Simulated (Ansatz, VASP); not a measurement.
## BaZrO3 in VASP and in Ansatz

```
Ba Zr O
1.0
     4.05082    0.00000    0.00000
     0.00000    4.05082    0.00000
     0.00000    0.00000    4.05082
Ba Zr O
1 1 3
Direct
  0.00000 0.00000 0.00000
  0.50000 0.50000 0.50000
  0.00000 0.50000 0.50000
  0.50000 0.00000 0.50000
  0.50000 0.50000 0.00000
```

Alike in both runs: task single point; functional PBE; k mesh 6 × 6 × 6; occupations gaussian, width 0.02 eV; no spin polarisation.

|  | VASP | Ansatz |
| --- | --- | --- |
| version | VASP 6.6.1 | Ansatz 0.2.0 |
| potentials or method | VASP PAW PBE potentials, release 64 (Ba_sv, Zr_sv, O) | scalar-relativistic, plane waves, PAW |
| plane-wave cutoff (eV) | 520 | 420 |
| valence electrons in the cell | 40 | 40 |

```tsv
	VASP	Ansatz	Ansatz less VASP
gap on the k mesh at the Fermi level (eV)	3.39	3.46	+0.067
least direct gap on the mesh (eV)	3.46	3.49	+0.030
pressure (GPa)	27.0	25.4	-1.61
```

With one functional, cell and mesh, what is left measures potentials, basis and numerics.

Caveats: so large a pressure means that the cell lies far from this level's equilibrium, or that cutoff or potentials fall short (VASP); spin-orbit coupling is left out, which moves the levels of the heavy elements. PBE gaps usually lie below the measured ones, often by a third to a half. A k mesh can miss the band edges.
